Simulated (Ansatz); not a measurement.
## Ta: equation of state with PBE

**Measured values to compare with.**

From “Refinement of the equation of state of tantalum”, 2004, arxiv:cond-mat/0403080, for a bulk crystal of Ta: bulk modulus 194 GPa.

Crystal: Ta.

```xyz
1
Lattice="-1.6513 1.6513 1.6513 1.6513 -1.6513 1.6513 1.6513 1.6513 -1.6513" Properties=species:S:1:pos:R:3 pbc="T T T"
Ta    0.0000    0.0000    0.0000
```

| Property | Result |
| --- | --- |
| Program | Ansatz 0.2.0 |
| Task | equation of state |
| Functional | PBE |
| Potentials or basis | Ansatz NC |
| Cutoff | 1000 eV |
| Density cutoff | 4000 eV |
| k mesh | 11 × 11 × 11 |
| Occupations | fermi-dirac, width 0.05 eV |
| Spin | no spin polarisation |

```
Equilibrium volume                      : 18.24 Å³/atom
Bulk modulus                            : 193 GPa
Pressure derivative of the bulk modulus : 4.4
```

Energy against volume, from the lowest point:
| volume (Å³/atom) | energy (meV/atom) |
| --- | --- |
| 16.930 | 64.46 |
| 17.290 | 32.39 |
| 17.650 | 11.72 |
| 18.010 | 1.28 |
| 18.371 | 0.00 |
| 18.731 | 6.98 |
| 19.091 | 21.44 |

All runs of the series together: 9.2 s on 2 threads of Arm Neoverse V2, on a shared host.

A measured bulk modulus of Ta is 194 GPa (quoted in “Refinement of the equation of state of tantalum”, 2004, arxiv:cond-mat/0403080); the calculated 193 GPa misses it by -0.4 %. The fit is for a static lattice scaled at fixed shape and fixed fractional positions.

The run has no spin-orbit coupling, so splittings on Ta are missing. PBE usually gives volumes a little too large and moduli too small.
